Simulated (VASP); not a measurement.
Molecule: H2O, in a box.

```xyz
3
Lattice="11.9373 0.0000 0.0000 0.0000 12.4373 0.0000 0.0000 0.0000 12.9373" Properties=species:S:1:pos:R:3 pbc="T T T"
H     6.3197    6.4725    5.7850
H     5.9985    6.0164    7.2181
O     5.5783    6.3204    6.3953
```

Base run:

* Program: VASP 6.6.1
* Functional: PBE
* Potentials or basis: VASP PAW PBE potentials, release 64 (H, O)
* Cutoff: 400 eV
* k mesh: 1 × 1 × 1
* Occupations: gaussian, width 0.01 eV
* Spin: no spin polarisation

Its results: gap between the frontier levels 6.21 eV; largest force 0.013 eV/Å.

Q: The run is repeated on the same cell with these changes: functional from PBE to RPBE. What comes out?

A: Gap between the frontier levels 6.09 eV; largest force 0.061 eV/Å.

Caveats: the PAW data sets were made with another functional, which shifts forces and pressure a little (some runs).

